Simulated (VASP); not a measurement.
## Ag: equation of state with PBEsol

Crystal: Ag.

```
CELL_PARAMETERS angstrom
2.88278 0.00000 0.00000
-1.44139 2.49656 0.00000
0.00000 0.00000 4.64408
ATOMIC_POSITIONS crystal
Ag 0.66667 0.33333 0.75000
Ag 0.33333 0.66667 0.25000
```

This isn't the form of Ag at room conditions, which is fcc.

```yaml
Program: VASP 6.6.1
Task: equation of state
Functional: PBEsol
Potentials_or_basis: VASP PAW PBE potentials, release 64 (Ag)
Cutoff: 520 eV
k_mesh: 8 × 8 × 6
Occupations: fermi-dirac, width 0.05 eV
Spin: no spin polarisation
```

```
Equilibrium volume                        : 16.72 Å³/atom
Bulk modulus at fixed shape and positions : 116 GPa
Pressure derivative of the bulk modulus   : 5.5 (rough: it moves with the points fitted)
```

Energy against volume, from the lowest point:
| volume (Å³/atom) | energy (meV/atom) |
| --- | --- |
| 16.043 | 10.93 |
| 16.378 | 2.70 |
| 16.712 | 0.00 |
| 17.046 | 2.14 |
| 17.380 | 8.53 |

All runs of the series together: 69 s on 1 thread of Intel(R) Xeon(R) Platinum 8488C (Sapphire Rapids), on a shared host.

Caveat: the cell was scaled at fixed shape and fractional positions, which overstates the stiffness of a crystal with free parameters, most of all of layers and chains; the PAW data sets were made with another functional, which shifts forces and pressure a little.
